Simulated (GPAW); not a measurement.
# Bi2Te3 (Tellurobismuthite) (R-3m) in GPAW: single point with PBEsol

Aim: the single point of Bi2Te3 (Tellurobismuthite) with PBEsol.

All numbers are computed with GPAW 26.7.0; they aren't measurements. Logs are shortened: lines on timing, memory, paths and dates and some standing lists are left out, and cuts for length are marked. The log counts tension as positive stress, the text compression.

**1. The undisturbed crystal**

Symmetry: R-3m, No. 166, trigonal system. Conventional cell: a = 4.386 Å, b = 4.386 Å, c = 30.497 Å, α = 90.00°, β = 90.00°, γ = 120.00°. Around Bi (site symmetry 3m) lie 6 Te at 3.07 to 3.25 Å. Te (site symmetry 3m) has 3 Bi at 3.07 Å as nearest neighbours. Te (site symmetry -3m) has 6 Bi at 3.25 Å as nearest neighbours.

**2. Single point, PBEsol (atoms moved at random, drawn with an rms of 0.05 Å)**

The input, run.py:

```python
from ase import Atoms
from ase.dft.bandgap import bandgap
from ase.io import write
from ase.units import GPa
from ase.parallel import parprint
from gpaw import GPAW, PW, setup_paths

setup_paths.insert(0, '.')

atoms = Atoms(['Bi', 'Bi', 'Te', 'Te', 'Te'],
              cell=[[2.193, 1.2661291403, 10.1656666667],
                    [-2.193, 1.2661291403, 10.1656666667],
                    [0.0, -2.5322582807, 10.1656666667]],
              scaled_positions=[[0.605392, 0.601964, 0.593439],
                                [0.399525, 0.403823, 0.397033],
                                [0.794695, 0.785157, 0.792554],
                                [0.211657, 0.208557, 0.206124],
                                [0.003643, 0.00338, -0.006164]],
              pbc=True)

calc = GPAW(mode=PW(600),
            xc='PBEsol',
            kpts={'size': (7, 7, 7), 'gamma': True},
            occupations={'name': 'fermi-dirac', 'width': 0.05},
            nbands=39,
            convergence={'density': 1e-05, 'energy': 1e-05},
            maxiter=150,
            txt='gpaw.txt')
atoms.calc = calc
energy = atoms.get_potential_energy()
forces = atoms.get_forces()
stress = atoms.get_stress()
calc.write('gs.gpw')
write('result.traj', atoms)
parprint(f'Energy: {energy:.6f} eV')
parprint('Forces (eV/A):')
parprint(forces.round(4))
parprint('Stress (GPa):', (stress / GPa).round(3))
parprint('Fermi level:', round(calc.get_fermi_level(), 4), 'eV')
parprint(f'Gap: {bandgap(calc)[0]:.4f} eV, direct: {bandgap(calc, direct=True)[0]:.4f} eV')
```

Potentials or basis: PAW data sets generated in the run's folder for this functional, pw.

Command:

```console
$ gpaw-setup -f PBEsol Bi Te
$ OMP_NUM_THREADS=1 mpirun -n 4 gpaw python run.py
```

gpaw.txt:

```text
__  _  _
 | _ |_)|_||  |
 |__||  | ||/\| - 26.7.0

Input parameters:
  mode=PW(ecut=600.0),
  convergence={'density': 1e-05, 'energy': 1e-05},
  kpts=MonkhorstPack(size=(7, 7, 7), gamma=True),
  maxiter=150,
  nbands=39,
  occupations=Occupations(name='fermi-dirac', width=0.05),
  xc=XC(name='PBEsol')

Diagonalizing LCAO Hamiltonian
Converting LCAO to pw mode

       Te

       Bi

       Bi

       Te

       Te

Atoms  # Å, Bohr magnetons
|   | symbol |         x |         y |         z |    initial magnetic moments |
|---|--------|-----------|-----------|-----------|-----------------------------|
| 0 |     Bi |  0.007518 |  0.025928 | 18.306282 | ( 0.0000,  0.0000,  0.0000) |
| 1 |     Bi | -0.009426 |  0.011752 | 12.202673 | ( 0.0000,  0.0000,  0.0000) |
| 2 |     Te |  0.020917 | -0.006655 | 24.117089 | ( 0.0000,  0.0000,  0.0000) |
| 3 |     Te |  0.006798 |  0.010086 |  6.367143 | ( 0.0000,  0.0000,  0.0000) |
| 4 |     Te |  0.000577 |  0.024501 |  0.008732 | ( 0.0000,  0.0000,  0.0000) |

Unit cell  # Å
| periodic |         x |         y |         z |   lengths |    angles |
|----------|-----------|-----------|-----------|-----------|-----------|
|      yes |  2.193000 |  1.266129 | 10.165667 | 10.476312 | 24.166112 |
|      yes | -2.193000 |  1.266129 | 10.165667 | 10.476312 | 24.166112 |
|      yes |  0.000000 | -2.532258 | 10.165667 | 10.476312 | 24.166112 |

Number of symmetries: 1
Symmetry operations  # r_c * U_cc + t_c -> r_c
|   | kind |            matrix            |
|---|------|------------------------------|
| 0 |  E   |  1, 0, 0,  0, 1, 0,  0, 0, 1 |

BZ-sampling:
  Number of BZ points: 343
  Number of IBZ points: 172

  Monkhorst-Pack size: [7, 7, 7]
  Monkhorst-Pack shift: [0, 0, 0]

K-points  # in reciprocal-cell coordinates
|     |                                coordinates |     weight |
|-----|--------------------------------------------|------------|
|   0 | (  0.00000000,   0.00000000,   0.00000000) | 0.00291545 |
|   1 | (  0.00000000,   0.00000000,   0.14285714) | 0.00583090 |
|   2 | (  0.00000000,   0.00000000,   0.28571429) | 0.00583090 |
|   3 | (  0.00000000,   0.00000000,   0.42857143) | 0.00583090 |
|   4 | (  0.00000000,   0.14285714,  -0.42857143) | 0.00583090 |
|   5 | (  0.00000000,   0.14285714,  -0.28571429) | 0.00583090 |
|   6 | (  0.00000000,   0.14285714,  -0.14285714) | 0.00583090 |
|   7 | (  0.00000000,   0.14285714,   0.00000000) | 0.00583090 |
|   8 | (  0.00000000,   0.14285714,   0.14285714) | 0.00583090 |
|   9 | (  0.00000000,   0.14285714,   0.28571429) | 0.00583090 |
| ... |                                            |            |
| 171 | (  0.42857143,   0.42857143,   0.42857143) | 0.00583090 |

Plane wave coefficients: 5672
Cutoff: 600.0 eV

Spin-components: 1 (collinear spins)
Bands:           39
Projectors:      27
Spin-degeneracy: 2
Datatype:        complex128

Parallelization:
  kpt:    4
  domain: 1
  band:   1

Density:
  Valence electrons: 48.0
  Components: 1
  Grid points: [60 60 60]
  Charge: 0.0  # |e|

Potential:
  Grid points: [60 60 60]

species:
  Bi:
    name:    Bismuth
    Z:       83.0
    valence: 15
    core:    68
    charge:  0.0  # [|e|]
    compensation charges:
      type: gauss
      rc: 0.38  # [Å]
      lmax: 2
    cutoffs:
      filter: 2.23  # [Å]
      core: 2.33  # [Å]
    projectors
    | kind |    occ | energy [eV] | rcut [Å] |
    |------|--------|-------------|----------|
    |   6s |  2.000 |     -14.443 |    1.286 |
    |   6p |  3.000 |      -4.606 |    1.275 |
    |   5d | 10.000 |     -27.097 |    1.349 |
    |    s |        |      12.769 |    1.286 |
    |    p |        |      22.605 |    1.275 |
    |    d |        |       0.114 |    1.349 |

    Using partial waves for Bi as LCAO basis

  Te:
    name:    Tellurium
    Z:       52.0
    valence: 6
    core:    46
    charge:  0.0  # [|e|]
    compensation charges:
      type: gauss
      rc: 0.36  # [Å]
      lmax: 2
    cutoffs:
      filter: 2.09  # [Å]
      core: 3.17  # [Å]
    projectors
    | kind |    occ | energy [eV] | rcut [Å] |
    |------|--------|-------------|----------|
    |   5s |  2.000 |     -15.132 |    1.180 |
    |   5p |  4.000 |      -5.970 |    1.196 |
    |    s |        |      12.080 |    1.180 |
    |    p |        |      21.241 |    1.196 |
    |    d |        |       0.000 |    1.238 |

    Using partial waves for Te as LCAO basis

Reference energy: -1723523.518190  # eV

eigensolver:
  PPCG
  Converge bands: occupied
  niter=2

density mixing:
  MSR1-Mixer
  Pratt-step length: 0.05
  Maximum mixing coefficient: 0.75
  Old densities: 10
  SVD Regularization: 0.005
  Good broyden scale: 1.0
  Trust region scale: 1.0
  Backstep threshold: 4.0
  History deletion threshold: 6.0
  Fourier metric: weight=20.0, sigma=0.015

occupation numbers:
  Fermi-Dirac:
    width: 0.0500  # eV

poisson solver:
  ecut: 4800.0  # eV

xc functional:
  name: PBEsol with 2 nearest neighbor stencil

convergence criteria:
- Maximum integral of absolute [dens]ity change: 1e-05 electrons / valence electron
- Maximum [total energy] change in last 3 cyles: 1e-05 eV / valence electron
- Maximum integral of absolute [eigenst]ate change: 4e-08 eV^2 / valence electron
maximum number of iterations: 150

SCF iterations
|iter     | |      energy | eigst |  dens |
|---------|-|-------------|-------|-------|
|iter:   1| |  -22.183830 | +0.10 |       |
|iter:   2| |  -22.203035 | -1.95 | -1.35 |
|iter:   3| |  -22.161541 | -2.72 | -1.41 |
|iter:   4| |  -22.052834 | -3.27 | -1.60 |
|iter:   5| |  -22.046272 | -3.79 | -1.97 |
|iter:   6| |  -22.046698 | -4.46 | -2.48 |
|iter:   7| |  -22.046421c| -5.69 | -3.06 |
|iter:   8| |  -22.046480c| -5.69 | -3.46 |
|iter:   9| |  -22.046495c| -6.19 | -3.99 |
|iter:  10| |  -22.046496c| -7.31 | -4.59 |
|iter:  11| |  -22.046496c| -8.10c| -4.83 |
|iter:  12| |  -22.046496c| -8.74c| -5.23c|

Converged in 12 steps
Energy contributions relative to reference atoms: (reference = -1723523.518190)

Energy contributions:
  Kinetic:          50.876461
  Coulomb:         -49.828542
  Zero:             -2.529141
  External:          0.000000
  Xc:              -20.565142
  Entropy:          -0.000261
  Spinorbit:         0.000000
  ----------------------------
  Free energy:     -22.046626
  Extrapolated:    -22.046496

dipole moment: (0.265365, -21.072326, -43.387860)  # |e|*Ang

Fermi level: 5.957
Eigenvalues  # (at kpt = [0.000, 0.000, 0.000])
| band index |      eig [eV] | occ [0-2] |
|------------|---------------|-----------|
|          0 |       -17.475 |     2.000 |
|        ... |               |           |
|         16 |         3.732 |     2.000 |
|         17 |         4.045 |     2.000 |
|         18 |         4.109 |     2.000 |
|         19 |         4.140 |     2.000 |
|         20 |         4.175 |     2.000 |
|         21 |         4.967 |     2.000 |
[... 8 lines left out ...]
|         30 |        10.584 |     0.000 |
|         31 |        11.054 |     0.000 |
|        ... |               |           |
|         38 |        12.989 |     0.000 |

Gap: 0.215 eV
Transition (v -> c):
  (s=0, k=0, n=23, [0.00, 0.00, 0.00]) -> (s=0, k=0, n=24, [0.00, 0.00, 0.00])
No difference between direct/indirect transitions

Forces  # eV/Ang
|        x |        y |        z |
|----------|----------|----------|
| -0.02309 | -0.02285 | -0.17575 |  # Bi   0
|  0.06537 | -0.02150 |  0.07911 |  # Bi   1
| -0.08433 |  0.06499 | -0.14588 |  # Te   2
|  0.01301 |  0.03314 |  0.27234 |  # Te   3
|  0.02903 | -0.05378 | -0.02986 |  # Te   4

Stress tensor  # eV/Ang^3
|         x |         y |         z |
|-----------|-----------|-----------|
|  0.005501 | -0.000368 |  0.000762 |
| -0.000368 |  0.005052 | -0.000442 |
|  0.000762 | -0.000442 |  0.007957 |

# Writing to gs.gpw (mode='')
```

Wall time 5.2 min (4 MPI ranks of Intel Xeon 6975P-C (Granite Rapids), shared host); peak memory 0.72 GiB.

Results:

```yaml
Free_energy: -22.0466 eV
Pressure: -1.0 GPa
Largest_force: 0.275 eV/Å
Band_gap_on_the_k_mesh: 0.22 eV, direct
```

Forces on the atoms (eV/Å):
```
Bi  -0.023 -0.023 -0.176
Bi   0.065 -0.021  0.079
Te  -0.084  0.065 -0.146
Te   0.013  0.033  0.272
Te   0.029 -0.054 -0.030
```

Caveat: spin-orbit coupling is left out, which as a rule narrows the gap of such compounds by several tenths of an eV; an odd mesh through Γ misses points on the zone boundary, where band edges often lie; the program warned that so skewed a cell can give wrong results.
